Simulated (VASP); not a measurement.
# C (Fd-3m) in VASP: band structure with HSE06

Aim: the band structure of C with HSE06.

Program: VASP 6.6.1. These are calculated values, not measurements. Logs are shortened: lines on timing, memory, paths and dates and some standing lists are left out, and cuts for length are marked.

## 1. The crystal as given

The structure is cubic, space group Fd-3m (No. 227). The conventional cell has a = 3.567 Å, b = 3.567 Å, c = 3.567 Å, α = 90.00°, β = 90.00°, γ = 90.00°. Around C (site symmetry -43m) lie 4 C at 1.54 Å.

This isn't the form of C at room conditions, which is graphite.

## 2. Band structure, HSE06

The input, POSCAR:

```
C
1.0
    0.0000000000      1.7833700000      1.7833700000
    1.7833700000      0.0000000000      1.7833700000
    1.7833700000      1.7833700000      0.0000000000
C
2
Direct
    0.0000000000      0.0000000000      0.0000000000
    0.2500000000      0.2500000000      0.2500000000
```

The input, INCAR.step1:

```
ALGO     = Normal         # electronic algorithm
EDIFF    = 1E-5           # SCF threshold, eV
ENCUT    = 520            # plane-wave cutoff, eV
GGA      = PE             # functional
ISIF     = 2              # what is computed and relaxed
ISMEAR   = 0              # smearing method
KPAR     = 4            
LASPH    = True           # aspherical terms in the spheres
LCHARG   = False          # write CHGCAR
LREAL    = False          # projectors in reciprocal space
LWAVE    = True           # write WAVECAR
NELM     = 60             # most SCF steps
PREC     = Accurate       # precision mode
SIGMA    = 0.02           # smearing width, eV
```

The input, INCAR.step2:

```
ALGO     = Normal         # electronic algorithm
EDIFF    = 1E-7           # SCF threshold, eV
ENCUT    = 520            # plane-wave cutoff, eV
GGA      = PE             # functional
HFSCREEN = 0.2            # screening, 1/A
ISIF     = 2              # what is computed and relaxed
ISMEAR   = 0              # smearing method
ISTART   = 1            
KPAR     = 4            
LASPH    = True           # aspherical terms in the spheres
LCHARG   = False          # write CHGCAR
LHFCALC  = True           # exact exchange
LREAL    = False          # projectors in reciprocal space
LWAVE    = False          # write WAVECAR
NELM     = 60             # most SCF steps
PREC     = Accurate       # precision mode
PRECFOCK = Fast         
SIGMA    = 0.02           # smearing width, eV
```

The input, KPOINTS:

```
k-points
0
Gamma
  8 8 8
```

The input, KPOINTS_OPT:

```
path GXWKGLUWLK,UX
10
line-mode
reciprocal
 0.0000000000  0.0000000000  0.0000000000  G
 0.5000000000  0.0000000000  0.5000000000  X

 0.5000000000  0.0000000000  0.5000000000  X
 0.5000000000  0.2500000000  0.7500000000  W

 0.5000000000  0.2500000000  0.7500000000  W
 0.3750000000  0.3750000000  0.7500000000  K

 0.3750000000  0.3750000000  0.7500000000  K
 0.0000000000  0.0000000000  0.0000000000  G

 0.0000000000  0.0000000000  0.0000000000  G
 0.5000000000  0.5000000000  0.5000000000  L

 0.5000000000  0.5000000000  0.5000000000  L
 0.6250000000  0.2500000000  0.6250000000  U

 0.6250000000  0.2500000000  0.6250000000  U
 0.5000000000  0.2500000000  0.7500000000  W

 0.5000000000  0.2500000000  0.7500000000  W
 0.5000000000  0.5000000000  0.5000000000  L

 0.5000000000  0.5000000000  0.5000000000  L
 0.3750000000  0.3750000000  0.7500000000  K

 0.6250000000  0.2500000000  0.6250000000  U
 0.5000000000  0.0000000000  0.5000000000  X
```

Potentials or basis: VASP PAW PBE potentials, release 64 (C).

Run with:

```console
$ cat potpaw_PBE.64/C/POTCAR > POTCAR
$ cp INCAR.step1 INCAR
$ mpirun -np 4 vasp_std > vasp.out
$ cp INCAR.step2 INCAR
$ mpirun -np 4 vasp_std > vasp.out
```

OUTCAR:

```text
EDIFF = 1E-7
   ENCUT = 520
   GGA = PE
   HFSCREEN = 0.2
   ISIF = 2
   ISMEAR = 0
   ISTART = 1
   LASPH = True
   LHFCALC = True
   LREAL = False
   NELM = 60
   PREC = Accurate
   PRECFOCK = Fast

 ion  position               nearest neighbor table
   1  0.000  0.000  0.000-   2 1.54   2 1.54   2 1.54   2 1.54
   2  0.250  0.250  0.250-   1 1.54   1 1.54   1 1.54   1 1.54

  LATTYP: Found a face centered cubic cell.
 ALAT       =     3.5667400000

  Lattice vectors:

 A1 = (   0.0000000000,   1.7833700000,   1.7833700000)
 A2 = (   1.7833700000,   0.0000000000,   1.7833700000)
 A3 = (   1.7833700000,   1.7833700000,   0.0000000000)

Analysis of symmetry for initial positions (statically):
=====================================================================
 Subroutine PRICEL returns:
 Original cell was already a primitive cell.

 Routine SETGRP: Setting up the symmetry group for a
 face centered cubic supercell.

 Subroutine GETGRP returns: Found 48 space group operations
 (whereof 24 operations were pure point group operations)
 out of a pool of 48 trial point group operations.

The static configuration has the point symmetry T_d .
 The point group associated with its full space group is O_h .

Analysis of symmetry for dynamics (positions and initial velocities):
=====================================================================
 Subroutine PRICEL returns:
 Original cell was already a primitive cell.

 Routine SETGRP: Setting up the symmetry group for a
 face centered cubic supercell.

 Subroutine GETGRP returns: Found 48 space group operations
 (whereof 24 operations were pure point group operations)
 out of a pool of 48 trial point group operations.

The dynamic configuration has the point symmetry T_d .
 The point group associated with its full space group is O_h .

 Subroutine INISYM returns: Found 48 space group operations
 (whereof 24 operations are pure point group operations),
 and found     1 'primitive' translations

----------------------------------------------------------------------------------------

                                     Primitive cell

  volume of cell :      11.3437

  direct lattice vectors                    reciprocal lattice vectors
     0.000000000  1.783370000  1.783370000    -0.280368067  0.280368067  0.280368067
     1.783370000  0.000000000  1.783370000     0.280368067 -0.280368067  0.280368067
     1.783370000  1.783370000  0.000000000     0.280368067  0.280368067 -0.280368067

  length of vectors
     2.522066041  2.522066041  2.522066041     0.485611737  0.485611737  0.485611737

  position of ions in fractional coordinates (direct lattice)
     0.000000000  0.000000000  0.000000000
     0.250000000  0.250000000  0.250000000

  ion indices of the primitive-cell ions
   primitive index   ion index
                 1           1
                 2           2

----------------------------------------------------------------------------------------

 KPOINTS: k-points

Automatic generation of k-mesh.
 Grid dimensions read from file:
 generate k-points for:    8    8    8

 Generating k-lattice:

  Cartesian coordinates                     Fractional coordinates (reciprocal lattice)
    -0.035046008  0.035046008  0.035046008     0.125000000  0.000000000  0.000000000
     0.035046008 -0.035046008  0.035046008     0.000000000  0.125000000  0.000000000
     0.035046008  0.035046008 -0.035046008     0.000000000  0.000000000  0.125000000

  Length of vectors
     0.060701467  0.060701467  0.060701467

  Shift w.r.t. Gamma in fractional coordinates (k-lattice)
     0.000000000  0.000000000  0.000000000

 Subroutine IBZKPT returns following result:
 ===========================================

 Found     29 irreducible k-points:

 Following reciprocal coordinates:
            Coordinates               Weight
  0.000000  0.000000  0.000000      1.000000
  0.125000  0.000000  0.000000      8.000000
  0.250000  0.000000  0.000000      8.000000
  0.375000  0.000000  0.000000      8.000000
  0.500000  0.000000  0.000000      4.000000
  0.125000  0.125000  0.000000      6.000000
[... 16 lines left out ...]
  0.500000  0.250000  0.125000     48.000000
 -0.375000  0.250000  0.125000     24.000000
 [... further k-points ...]
   k-points           NKPTS =     29   k-points in BZ     NKDIM =    512   number of bands    NBANDS=      8
   number of dos      NEDOS =    301   number of ions     NIONS =      2
   total plane-waves  NPLWV =   8000
   dimension x,y,z NGX =    20 NGY =   20 NGZ =   20
   dimension x,y,z NGXF=    40 NGYF=   40 NGZF=   40
   ions per type =               2
   NGX,Y,Z   is equivalent  to a cutoff of  13.18, 13.18, 13.18 a.u.
   NGXF,Y,Z  is equivalent  to a cutoff of  26.37, 26.37, 26.37 a.u.
 SYSTEM =  unknown system
   PREC   = accura    normal or accurate (medium, high low for compatibility)
   ISTART =      1    job   : 0-new  1-cont  2-samecut
   ICHARG =      0    charge: 1-file 2-atom 10-const
   ISPIN  =      1    spin polarized calculation?
   LNONCOLLINEAR =      F non collinear calculations
   LSORBIT =      F    spin-orbit coupling
   LASPH  =      T    aspherical Exc in radial PAW
   ENCUT  =  520.0 eV  38.22 Ry    6.18 a.u.   4.69  4.69  4.69*2*pi/ulx,y,z
   NELM   =     60;   NELMIN=  2; NELMDL=  0     # of ELM steps
   EDIFF  = 0.1E-06   stopping-criterion for ELM
   LREAL  =      F    real-space projection
   EDIFFG = 0.1E-05   stopping-criterion for IOM
   NSW    =      0    number of steps for IOM
   IBRION =     -1    ionic relax: 0-MD 1-quasi-New 2-CG
   NFREE  =      0    steps in history (QN), initial steepest desc. (CG)
   ISIF   =      2    stress and relaxation
   ISYM   =      3    0-nonsym 1-usesym 2-fastsym
   POTIM  = 0.5000    time-step for ionic-motion
   TEBEG  =    0.0;   TEEND  =   0.0 temperature during run
   PSTRESS=    0.0 pullay stress
   NELECT =       8.0000    total number of electrons
   NUPDOWN=      -1.0000    fix difference up-down
   EMIN   =  10.00;   EMAX   =-10.00  energy-range for DOS
   EFERMI =   0.00;   METHOD = LEGACY
   ISMEAR =     0;   SIGMA  =   0.02  broadening in eV -4-tet -1-fermi 0-gaus
   EFERMI_NEDOS =   21; number of points for ismear=-14 and -15
   IALGO  =     38    algorithm
   IMIX   =      1    mixing-type and parameters
     AMIX     =   0.40;   BMIX     =  1.00
     AMIX_MAG =   1.60;   BMIX_MAG =  1.00
  volume/ion in A,a.u.               =       5.67        38.28
  Fermi-wavevector in a.u.,A,eV,Ry     =   1.457203  2.753714 28.891161  2.123440
  Thomas-Fermi vector in A             =   2.574032
   LORBIT       =      0    0 simple, 1 ext, 2 COOP (PROOUT), +10 PAW based schemes
   GGA     = PE    functional components
   LHFCALC =     T    Hartree Fock is set to
   PRECFOCK=fast      Normal, Fast or Accurate (Low or Medium for compatibility)
   ENCUT4O =  -1.0   cutoff for four orbital integrals eV
   NKREDX  =     1    reduce k-point grid by
   NKREDY  =     1    reduce k-point grid by
   NKREDZ  =     1    reduce k-point grid by
   AEXX    =    0.2500 exact exchange contribution
   HFSCREEN=    0.2000 screening length (either q_TF or 0.3 A-1)
   HFSCREENC=   0.2000 screening length for correlation (either q_TF or 0.3 A-1)
   ENCUTFOCK=  -1.0 apply spherical cutoff to Coloumb kernel
   IVDW    =     0    specifies the selected vdW correction
   LEPSILON=     F    determine dielectric tensor
   LRPA    =     F    only Hartree local field effects (RPA)
 non-spin polarized calculation
 Gauss-broadening in eV      SIGMA  =   0.02
  energy-cutoff  :      520.00
  volume of cell :       11.34
 maximum number of plane-waves:       314
  NGX = 12; NGY = 12; NGZ = 12

 number of electron       7.9999999 magnetization

 Free energy of the ion-electron system (eV)
  ---------------------------------------------------
  ext. energy  EPLUGINS =         0.00000000
  ---------------------------------------------------
  free energy    TOTEN  =       -21.08754841 eV

  energy without entropy =      -21.08754841  energy(sigma->0) =      -21.08754841

 E-fermi :   9.1882     XC(G=0): -10.8098

 val. band max:        9.1016736596   @ k =   0.0000   0.0000   0.0000
 cond. band min:      14.4018512463   @ k =   0.3750   0.3750   0.0000
 fundamental gap:      5.3001775867
 Fermi energy:         9.1881627553

 k-point     1 :       0.0000    0.0000    0.0000
  band No.  band energies     occupation
      1     -14.4406      2.00000
      2       9.1017      2.00000
      3       9.1017      2.00000
      4       9.1017      2.00000
      5      16.0936      0.00000
      6      16.0936      0.00000
      7      16.0936      0.00000
      8      24.3869      0.00000

 k-point     2 :       0.1250    0.0000    0.0000
  band No.  band energies     occupation
      1     -13.9729      2.00000
      2       6.4921      2.00000
      3       8.4074      2.00000
      4       8.4074      2.00000
      5      17.0149      0.00000
      6      17.0150      0.00000
      7      17.4177      0.00000
      8      24.7879      0.00000

 k-point     3 :       0.2500    0.0000    0.0000
  band No.  band energies     occupation
      1     -12.5837      2.00000
      2       1.8833      2.00000
      3       7.2092      2.00000
      4       7.2092      2.00000
      5      18.4663      0.00000
      6      18.4663      0.00000
      7      18.7439      0.00000
      8      25.7805      0.00000

 k-point     4 :       0.3750    0.0000    0.0000
  band No.  band energies     occupation
      1     -10.3483      2.00000
      2      -2.6077      2.00000
      3       6.3396      2.00000
      4       6.3396      2.00000
      5      19.0814      0.00000
      6      19.0814      0.00000
      7      19.3108      0.00000
      8      26.5651      0.00000

 k-point     5 :       0.5000    0.0000    0.0000
  band No.  band energies     occupation
      1      -8.2236      2.00000
      2      -5.5213      2.00000
      3       6.0357      2.00000
      4       6.0357      2.00000
      5      19.1421      0.00000
      6      19.1421      0.00000
      7      19.4643      0.00000
      8      26.7351      0.00000
[... 177 lines left out ...]
 k-point    22 :       0.3750    0.2500    0.1250
  band No.  band energies     occupation
      1     -11.3637      2.00000
      2       1.9244      2.00000
      3       3.1304      2.00000
      4       5.9500      2.00000
      5      17.0985      0.00000
      6      20.8282      0.00000
      7      22.5177      0.00000
      8      22.5462      0.00000

 k-point    23 :       0.5000    0.2500    0.1250
  band No.  band energies     occupation
      1      -9.1691      2.00000
      2      -1.7170      2.00000
      3       2.2359      2.00000
      4       4.6529      2.00000
      5      18.5616      0.00000
      6      20.3374      0.00000
      7      23.3924      0.00000
      8      24.3650      0.00000

 k-point    24 :      -0.3750    0.2500    0.1250
  band No.  band energies     occupation
      1      -7.1165      2.00000
      2      -4.4347      2.00000
      3       2.1805      2.00000
      4       3.9984      2.00000
      5      18.8504      0.00000
      6      20.1722      0.00000
      7      24.1911      0.00000
      8      26.0871      0.00000

 [... further k-points ...]

------------------------ aborting loop because EDIFF is reached ----------------------------------------

  FORCE on cell =-STRESS in cart. coord.  units (eV):
  Direction    XX          YY          ZZ          XY          YZ          ZX
  --------------------------------------------------------------------------------------
  -------------------------------------------------------------------------------------
  Total       -0.5191594     -0.5191594     -0.5191594      0.0000000      0.0000000     -0.0000000
  in kB      -73.3258178    -73.3258178    -73.3258178      0.0000000      0.0000000     -0.0000000
  external PRESSURE =     -73.3258178 kB  Pullay stress =       0.0000000 kB

 VOLUME and BASIS-vectors are now :
 -----------------------------------------------------------------------------
  energy-cutoff  :      520.00
  volume of cell :       11.34
      direct lattice vectors                 reciprocal lattice vectors
     0.000000000  1.783370000  1.783370000    -0.280368067  0.280368067  0.280368067
     1.783370000  0.000000000  1.783370000     0.280368067 -0.280368067  0.280368067
     1.783370000  1.783370000  0.000000000     0.280368067  0.280368067 -0.280368067

 POSITION                                       TOTAL-FORCE (eV/Angst)
 -----------------------------------------------------------------------------------
      0.00000      0.00000      0.00000         0.000000      0.000000      0.000000
      0.89168      0.89168      0.89168        -0.000000     -0.000000     -0.000000
 -----------------------------------------------------------------------------------
    total drift:                               -0.000000      0.000000      0.000000

  FREE ENERGIE OF THE ION-ELECTRON SYSTEM (eV)
  ---------------------------------------------------
  free  energy   TOTEN  =       -21.0875484118 eV

  energy  without entropy=      -21.0875484118  energy(sigma->0) =      -21.08754841
```

Wall time 1.8 min (4 MPI ranks of Intel Xeon 6975P-C (Granite Rapids), shared host); peak memory 0.23 GiB.

Results:

```yaml
Free_energy: -21.0875 eV
Pressure: -7.3 GPa
Band_gap_on_the_k_mesh: 5.30 eV, indirect (least direct gap 6.99 eV)
Band_gap_along_the_path: 5.31 eV, indirect (least direct gap 6.99 eV)
```

Levels at the corners of the path, in eV from the valence-band top:
| point | band 1 | band 2 | band 3 | band 4 | band 5 | band 6 | band 7 | band 8 |
| --- | --- | --- | --- | --- | --- | --- | --- | --- |
| Γ | -23.54 | 0.00 | 0.00 | 0.00 | 6.99 | 6.99 | 6.99 | 15.29 |
| X | -14.08 | -14.08 | -6.87 | -6.87 | 5.93 | 5.93 | 19.24 | 19.24 |
| X | -14.08 | -14.08 | -6.87 | -6.87 | 5.93 | 5.93 | 19.24 | 19.24 |
| W | -13.24 | -13.24 | -9.04 | -9.04 | 12.18 | 12.18 | 14.27 | 14.27 |
| W | -13.24 | -13.24 | -9.04 | -9.04 | 12.18 | 12.18 | 14.27 | 14.27 |
| K | -14.35 | -12.94 | -10.12 | -5.86 | 6.91 | 12.40 | 16.57 | 17.89 |
| K | -14.35 | -12.94 | -10.12 | -5.86 | 6.91 | 12.40 | 16.57 | 17.89 |
| Γ | -23.54 | 0.00 | 0.00 | 0.00 | 6.99 | 6.99 | 6.99 | 15.29 |
| Γ | -23.54 | 0.00 | 0.00 | 0.00 | 6.99 | 6.99 | 6.99 | 15.29 |
| L | -17.33 | -14.62 | -3.07 | -3.07 | 10.04 | 10.04 | 10.36 | 17.63 |
| L | -17.33 | -14.62 | -3.07 | -3.07 | 10.04 | 10.04 | 10.36 | 17.63 |
| U | -14.35 | -12.94 | -10.12 | -5.86 | 6.91 | 12.40 | 16.57 | 17.89 |
| U | -14.35 | -12.94 | -10.12 | -5.86 | 6.91 | 12.40 | 16.57 | 17.89 |
| W | -13.24 | -13.24 | -9.04 | -9.04 | 12.18 | 12.18 | 14.27 | 14.27 |
| W | -13.24 | -13.24 | -9.04 | -9.04 | 12.18 | 12.18 | 14.27 | 14.27 |
| L | -17.33 | -14.62 | -3.07 | -3.07 | 10.04 | 10.04 | 10.36 | 17.63 |
| L | -17.33 | -14.62 | -3.07 | -3.07 | 10.04 | 10.04 | 10.36 | 17.63 |
| K | -14.35 | -12.94 | -10.12 | -5.86 | 6.91 | 12.40 | 16.57 | 17.89 |
| U | -14.35 | -12.94 | -10.12 | -5.86 | 6.91 | 12.40 | 16.57 | 17.89 |
| X | -14.08 | -14.08 | -6.87 | -6.87 | 5.93 | 5.93 | 19.24 | 19.24 |

Caveat: the PAW data sets were made with another functional, which shifts forces and pressure a little.
